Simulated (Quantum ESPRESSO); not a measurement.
# Al2O3 (Corundum) under changes of volume

One of the cells (8.502 Å³/atom); the others are scaled copies at fixed shape and fractional positions:

```
Al O
1.0
     2.38025    1.37424    4.33187
    -2.38025    1.37424    4.33187
     0.00000   -2.74848    4.33187
Al O
4 6
Direct
  0.85216 0.85216 0.85216
  0.64784 0.64784 0.64784
  0.14784 0.14784 0.14784
  0.35216 0.35216 0.35216
  0.05668 0.75000 0.44332
  0.75000 0.44332 0.05668
  0.44332 0.05668 0.75000
  0.94332 0.25000 0.55668
  0.25000 0.55668 0.94332
  0.55668 0.94332 0.25000
```

* Program: Quantum ESPRESSO 7.5
* Functional: r2SCAN
* Potentials or basis: SG15 PBE 1.2
* Cutoff: 1197 eV
* Density cutoff: 4789 eV
* k mesh: 4 × 4 × 4
* Occupations: fermi-dirac, width 0.05 eV
* Spin: no spin polarisation

```tsv
volume (Å³/atom)	energy over the lowest point (meV/atom)	pressure (GPa)	gap on the mesh (eV)	largest force (eV/Å)
7.992	?	?	?	?
8.162	11.28	11.1	7.50	0.112
8.332	2.63	5.2	7.23	0.093
8.502	0.00	-0.2	6.97	0.075
8.672	2.81	-5.1	6.71	0.059
8.842	10.55	-9.5	6.47	0.075
9.012	22.75	-13.5	6.23	0.089
```

Task: What does the run at 7.992 Å³/atom give?

Result: Energy over the lowest point 26.58 meV/atom; pressure 17.7 GPa; gap on the mesh 7.78 eV; largest force 0.133 eV/Å.

Worked out: A Birch-Murnaghan fit of order 3 (a polynomial in V^(-2/3)) to the other rows has its minimum at 8.50 Å³/atom with B0 = V·E''(V) = 257 GPa and B' = 4.0 at fixed shape and positions, which overstates the stiffness. It gives 26.58 meV/atom at 7.992 Å³/atom, against the run's 26.58, and -dE/dV = 17.8 GPa, against 17.7. A straight line through the other rows of the gap, of slope -12.8 eV per unit of ln V (its deformation potential), extrapolates to 7.77 eV, against the run's 7.78.

Energies are extrapolated to zero smearing.

Caveats: the potentials were made for another functional, which shifts forces and pressure.
